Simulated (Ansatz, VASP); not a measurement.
# One calculation of KBr, two programs

INCAR

```
  PREC = Accurate
  ENCUT = 520
  EDIFF = 1E-6
  ISMEAR = -1
  SIGMA = 0.1
  LREAL = F
  LASPH = T
  NELM = 80
  ALGO = Normal
  ISIF = 2
  LWAVE = F
  LCHARG = F
  NBANDS = 15
```

KPOINTS

```
regular mesh
0
Gamma
  11 11 11
```

Contents of POSCAR:

```
KBr
1.0
    2.8194969258      0.0000000000      0.0000000000
    0.0000000000      2.8194969258      0.0000000000
    0.0000000000      0.0000000000      2.8194969258
K Br
1 1
Direct
    0.0000000000      0.0000000000      0.0000000000
    0.5000000000      0.5000000000      0.5000000000
```

Input for Ansatz:

```yaml
crystal:
  lattice:
    - [2.8194969258, 0.0, 0.0]
    - [0.0, 2.8194969258, 0.0]
    - [0.0, 0.0, 2.8194969258]
  atoms:
    - { symbol: K, position: [0.0, 0.0, 0.0] }
    - { symbol: Br, position: [0.5, 0.5, 0.5] }
kpoints:
  mp_grid: { grid: [11, 11, 11] }
scf:
  occupations: { method: fermi_dirac, width: 0.1 }
hamiltonian:
  xc: lda
  pseudopotentials: { kind: paw }
output:
  forces: true
  stress: true
  eigenvalues: true
  write_density: true
  write_potential: true
  elf: true
  volumetric_format: npy
basis:
  ecutwfc: 600
```

Change from the starting cell: volume scaled by 0.4, PAW files, ecut 600.

Alike in both runs: task single point; functional LDA; k mesh 11 × 11 × 11; occupations fermi-dirac, width 0.1 eV; no spin polarisation.

|  | VASP | Ansatz |
| --- | --- | --- |
| version | VASP 6.6.1 | Ansatz 0.2.0 |
| potentials or method | VASP PAW LDA potentials, release 64 (K_sv, Br) | PAW with Ansatz's default frozen-core files, scalar-relativistic |
| plane-wave cutoff (eV) | 520 | 600 |
| valence electrons in the cell | 16 | 16 |

Ansatz gave:

| Quantity | Value |
| --- | --- |
| pressure (GPa) | 189.9 |

Estimate VASP's values.

pressure (GPa): 196.5.

Caveats: the cell as given lies far from equilibrium; so large a pressure means that the cell lies far from this level's equilibrium, or that cutoff or potentials fall short (VASP); an odd mesh through Γ misses points on the zone boundary, where band edges often lie.
